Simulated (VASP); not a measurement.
Runs of VASP 6.6.1 on HgSe. The structure is cubic, space group F-43m (No. 216). The conventional cell has a = 6.078 Å, b = 6.078 Å, c = 6.078 Å, α = 90.00°, β = 90.00°, γ = 90.00°. Around Hg (site symmetry -43m) lie 4 Se at 2.63 Å. Se (site symmetry -43m) is surrounded by 4 Hg at 2.63 Å. 

| task | level | spin | k mesh | smearing | pressure (GPa) |
| --- | --- | --- | --- | --- | --- |
| band structure | rSCAN | off | 8 × 8 × 8 | fermi-dirac 0.05 eV | 3.3 |
| band structure | SCAN | off | 8 × 8 × 8 | fermi-dirac 0.05 eV | (b) |
| band structure | r2SCAN | SOC, no magnetisation | 6 × 6 × 6 | fermi-dirac 0.05 eV | (a) |
| single point | PBE | off | 8 × 8 × 8 | gaussian 0.012 eV | 5.0 |
| band structure | SCAN | SOC, no magnetisation | 6 × 6 × 6 | fermi-dirac 0.05 eV | 1.7 |
| band structure | r2SCAN | off | 8 × 8 × 8 | fermi-dirac 0.05 eV | 3.2 |

Alike in all rows: potentials or basis VASP PAW PBE potentials, release 64 (Hg, Se); cell as given; cutoff (eV) 520.

Question: Estimate the missing entries.

Answer: (a) 2.9; (b) 2.0.

Caveats: the PAW data sets were made with another functional, which shifts forces and pressure a little (some runs).
